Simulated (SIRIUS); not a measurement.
# Pd in SIRIUS: convergence with k mesh

Crystal: Pd.

```xyz
1
Lattice="0.0000 1.9465 1.9465 1.9465 0.0000 1.9465 1.9465 1.9465 0.0000" Properties=species:S:1:pos:R:3 pbc="T T T"
Pd    0.0000    0.0000    0.0000
```

```yaml
Program: SIRIUS 7.12.0
Task: convergence study
Functional: PBE
Potentials_or_basis: all-electron FP-LAPW
Cutoff: 163 eV
Basis: apw+lo standard
k_mesh: 2 × 2 × 2
Occupations: fermi-dirac, width 0.05 eV
Spin: no spin polarisation
```

These are the settings of the first run; the series varies k mesh, with any setting tied to it.

Hardware: 1 thread of Intel(R) Xeon(R) 6975P-C (Granite Rapids) (shared host).

```csv
k mesh,"energy less the tightest run, at zero smearing (meV/atom)",SCF cycles,CPU time (s),peak memory (GiB)
2 × 2 × 2,3376.31,13,19,0.24
4 × 4 × 4,-145.88,7,15,0.25
5 × 5 × 5,164.33,9,17,0.25
7 × 7 × 7,-0.49,7,15,0.26
10 × 10 × 10,-8.07,7,16,0.28
12 × 12 × 12,1.61,7,16,0.3
15 × 15 × 15,0.00,9,20,0.34
```

Not settled before the last step: the energy (to 1 meV/atom). Meshes of other sizes hit other points, so gaps and Fermi surfaces needn't settle smoothly. The tightest run that finished is the yardstick and may itself not be fully converged.
